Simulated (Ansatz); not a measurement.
**Au: further runs on the relaxed cell**

The task here is to estimate one member of a computed series from the others.

This is Au in the hcp structure; at room conditions it is fcc.

Program: Ansatz 0.2.0. Level of theory: DFT PBE and PBEsol (the runs whose input is shown use PBEsol), scalar-relativistic, plane waves, PAW. These are calculated values, not measurements.

1 further run of the same task is left out (set aside as unsound or not needed).

## The system as given

It takes space group P6_3/mmc (No. 194, hexagonal). The conventional cell has a = 2.917 Å, b = 2.917 Å, c = 4.890 Å, α = 90.00°, β = 90.00°, γ = 120.00°. Around Au (site symmetry -6m2) lie 12 Au at 2.92 to 2.97 Å.

Structure file:

```
CELL_PARAMETERS angstrom
2.91696 0.00000 0.00000
-1.45848 2.52616 0.00000
0.00000 0.00000 4.89003
ATOMIC_POSITIONS crystal
Au 0.33333 0.66667 0.75000
Au 0.66667 0.33333 0.25000
```

This cell was relaxed beforehand with the same method: volume 18.02 Å³/atom, gap on the mesh none (metal).

Set-up of the first run:

File input.yaml:

```yaml
crystal:
  lattice:
    - [2.9169619423, 0.0, 0.0]
    - [-1.4584809712, 2.5261631439, 0.0]
    - [0.0, 0.0, 4.8900308252]
  atoms:
    - { symbol: Au, position: [0.3333333333, 0.6666666667, 0.75] }
    - { symbol: Au, position: [0.6666666667, 0.3333333333, 0.25] }
basis:
  ecutwfc: 420
kpoints:
  mp_grid: { grid: [18, 18, 10] }
hamiltonian:
  xc: pbesol
scf:
  occupations: { method: gaussian, width: 0.1 }
output:
  forces: true
  stress: true
  eigenvalues: true
relax:
  adjacent_minimum: "off"
  f_tol: 0.005
  max_steps: 50
  cell: { stress_tol: 0.05 }
```

On the command line:

```console
$ ansatz run input.yaml --threads 1 --pin off --max-ram 2560MiB --backend cpu --events-out ev --progress --plain --runs-dir out
```

Among the steps run: Relaxing with PBEsol; Relaxing with PBE+D3(BJ); Relaxing with LDA; Relaxing with r2SCAN.

One of the session's tables, all rows but one given; the rest of the session is left out.

It belongs to the step «One structure, several functionals». 

```
functional  a (Å)  b (Å)  c (Å)  volume (Å³/atom)
       PBE  2.917  2.917  4.890             18.02
    PBEsol      ?      ?      ?                 ?
PBE+D3(BJ)  2.882  2.882  4.806             17.29
       LDA  2.838  2.838  4.756             16.59
    r2SCAN  2.890  2.890  4.866             17.60
```

**Question.** Estimate the row for PBEsol.

The run gave: a (Å): 2.866; b (Å): 2.866; c (Å): 4.789; volume (Å³/atom): 17.03. In the column «a (Å)» it lies between LDA (2.838) and PBE+D3(BJ) (2.882).
